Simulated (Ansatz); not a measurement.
**Si: the cell at several levels of theory**

How does the equilibrium cell of Si, database structure depend on the functional? It is relaxed with PBE-D3(BJ) and r2SCAN+rVV10.

This is Si in the hcp structure; at room conditions it is diamond.

Code: Ansatz 0.2.0. PAW datasets, plane waves, zero pressure. Calculated at 0 K for a non-magnetic cell.

3 further runs of the same task are left out: 3 set aside as unsound or not needed.

## Step 1: Starting point

It is hexagonal, P6_3/mmc (No. 194); a = 2.666 Å, c = 4.506 Å in the conventional setting, 13.86 Å³ an atom. Near Si stand 12 Si at 2.67–2.73 Å.

Structure file:

```
CELL_PARAMETERS angstrom
2.66558 0.00000 0.00000
-1.33279 2.30846 0.00000
0.00000 0.00000 4.50627
ATOMIC_POSITIONS crystal
Si 0.33333 0.66667 0.25000
Si 0.66667 0.33333 0.75000
```

## Step 2: Relaxing with PBE-D3(BJ)

input.yaml

```yaml
crystal:
  lattice:
    - [2.6655775094, 0.0, 0.0]
    - [-1.3327887547, 2.3084578389, 0.0]
    - [0.0, 0.0, 4.50626927]
  atoms:
    - { symbol: Si, position: [0.33333333, 0.66666667, 0.25] }
    - { symbol: Si, position: [0.66666667, 0.33333333, 0.75] }
kpoints:
  mp_grid: { grid: [12, 12, 6] }
hamiltonian:
  xc: pbe
  dispersion: d3bj
scf:
  occupations: { method: fermi_dirac, width: 0.02 }
relax:
  f_tol: 0.005
  cell: {}
output:
  write_density: true
  write_potential: true
  elf: true
  volumetric_format: npy
```

Run with:

```sh
$ ansatz run input.yaml --threads 1 --pin off --max-ram 2304MiB --backend cpu --events-out ev --progress --plain --runs-dir out
```

Further steps of the session: Relaxation with r2SCAN+rVV10.

Q: Predict the outcome of this session. Wanted: for each run, a; c; volume; space group; SCF geometries.

The runs gave:

| level | a (Å) | c (Å) | volume (Å³/atom) | space group | SCF geometries |
| --- | --- | --- | --- | --- | --- |
| PBE-D3(BJ) | 2.650 | 4.458 | 13.553 | P6_3/mmc | 5 |
| r2SCAN+rVV10 | 2.655 | 4.477 | 13.662 | P6_3/mmc | 5 |

**Reading.** From the start to the first minimum the volume moved by -2.2 %. The volume runs from PBE-D3(BJ) (least) to r2SCAN+rVV10 (most), a spread of 0.8 %, or 0.3 % in length if all axes shared it alike.
